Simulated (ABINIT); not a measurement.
Write the native input for ABINIT 10.8.3 (patched build) that does the following.

| Property | Result |
| --- | --- |
| Task | equation of state |
| Functional | PBE |
| Dispersion | D3 |
| Potentials or basis | JTH PAW PBE v2.0 |
| Cutoff | 544 eV |
| k mesh | 8 × 8 × 8 |
| Occupations | fermi-dirac, width 0.05 eV |
| Spin | no spin polarisation |
| Fine-grid cutoff | 1088.46 eV |
| Exchange and correlation inside the PAW spheres | full angular mesh (pawxcdev 0, this build's default; the released program takes 1) |

CdS (Hawleyite):

```
Cd S
1.0
     0.00000    2.91650    2.91650
     2.91650    0.00000    2.91650
     2.91650    2.91650    0.00000
Cd S
1 1
Direct
  0.00000 0.00000 0.00000
  0.75000 0.75000 0.75000
```

One way to write it, as run:

run.abi

```
# Datasets: one volume each
ndtset 7
getwfk -1
scalecart1 3*0.9795861087
scalecart2 3*0.9864848297
scalecart3 3*0.9932883884
scalecart4 3*1.0000000000
scalecart5 3*1.0066227096
scalecart6 3*1.0131594038
scalecart7 3*1.0196128224

# Pseudopotentials
pp_dirpath "./"
pseudos "Cd.GGA_PBE-JTH.xml, S.GGA_PBE-JTH.xml"

# Structure
acell 3*1.0 Angstrom
rprim
     0.0000000000     2.9165000000     2.9165000000
     2.9165000000     0.0000000000     2.9165000000
     2.9165000000     2.9165000000     0.0000000000
ntypat 2
znucl 48 16
natom 2
typat 1 2
xred
     0.0000000000     0.0000000000     0.0000000000
     0.7500000000     0.7500000000     0.7500000000

# Plane-wave basis
ecut 20.0
pawecutdg 40.0

# k points
kptopt 1
ngkpt 8 8 8
nshiftk 1
shiftk 0.0 0.0 0.0

# Exchange and correlation
ixc 11
vdw_xc 6

# Bands and occupations
nband 13
occopt 3
tsmear 0.00183747

# SCF cycle
nstep 100
tolvrs 1.0e-9

# Output
iomode 3
prtwf 1
prtden 0
prteig 0
prtebands 0
enunit 2
```

Potentials or basis: JTH PAW PBE v2.0.

Command:

```console
$ abinit run.abi > log 2>&1
```

Results of the run:

```yaml
Equilibrium_volume: 25.11 Å³/atom
Bulk_modulus: 60 GPa
Pressure_derivative_of_the_bulk_modulus: "4.8 (rough: it moves with the points fitted)"
```

Caveat: the cutoff is too short for stress, so the log's stress isn't used; pressures at fixed basis lie under the slope of the energies.

Wall time 110 s on 1 thread of Arm Neoverse V2, with other jobs on the host, peak memory 0.16 GiB.
